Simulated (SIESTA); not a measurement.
Wanted: the native input for a SIESTA 5.4.2 run.

- Task: single point
- Functional: PBE
- Potentials or basis: PseudoDojo 0.4 standard (PBE files)
- Basis: DZP (energy shift 0.003 Ry; two zetas on semicore shells)
- Grid cutoff: 800 Ry
- Energy shift: 0.003 Ry
- k mesh: 11 × 11 × 10
- Occupations: fermi-dirac, width 0.05 eV
- Spin: no spin polarisation

The system is Mo.

```xyz
1
Lattice="2.8245 -0.0181 -0.0484 -1.4279 2.3175 0.0146 -0.0452 -0.0104 2.5373" Properties=species:S:1:pos:R:3 pbc="T T T"
Mo   -0.0226   -0.0052    1.2687
```

This isn't the form of Mo at room conditions, which is bcc.

These files were run (other wordings do the same):

Mo.fdf

```
SystemName                      Mo
SystemLabel                     Mo
NumberOfSpecies                 1
NumberOfAtoms                   1
%block ChemicalSpeciesLabel
  1  42 Mo
%endblock ChemicalSpeciesLabel

UseStructFile                   true

%block kgrid.MonkhorstPack
   11   0   0  0.0
    0  11   0  0.0
    0   0  10  0.0
%endblock kgrid.MonkhorstPack
XC.Functional                   GGA
XC.Authors                      PBE
PAO.BasisSize                   DZP
PAO.EnergyShift                 0.003 Ry
Mesh.Cutoff                     800 Ry
OccupationFunction              FD
ElectronicTemperature           0.05 eV
MaxSCFIterations                120
SCF.MustConverge                false
SCF.Mixer.Method                Pulay
SCF.Mixer.Weight                0.25
SCF.Mixer.History               8
SCF.DM.Tolerance                5.0e-05
SCF.H.Tolerance                 1.0e-03 eV
WriteForces                     true
Charge.Mulliken                 end
Charge.Hirshfeld                end
Charge.Voronoi                  end
SaveRho                         true
SaveElectrostaticPotential      true
%block PAO.Basis
  Mo 5
  n=4 0 2
    3.234 0.000
  n=5 0 2
    8.986 0.000
  n=4 1 2
    3.729 0.000
  n=5 1 1
    8.986
  n=4 2 2
    6.762 0.000
%endblock PAO.Basis
```

Mo.STRUCT_IN

```
   2.8244807000    -0.0180516400    -0.0483609000
  -1.4278735300     2.3175461800     0.0145522700
  -0.0451728600    -0.0103847700     2.5373308300
1
1  42    0.0000000000     0.0000000000     0.5000000000
```

Potentials or basis: PseudoDojo 0.4 standard (PBE files), DZP (energy shift 0.003 Ry; two zetas on semicore shells).

Launch:

```console
$ siesta Mo.fdf > Mo.out 2>&1
```

Results of the run:

The pressure is 5.9 GPa and the band gap on the k mesh is none (metal or under the smearing width).

Caveat: the basis of atomic orbitals isn't converged, which shifts pressures, moduli and gaps.

Run time: 38 s on 1 thread of Intel(R) Xeon(R) 6975P-C (Granite Rapids) (shared host), peak memory 0.29 GiB.
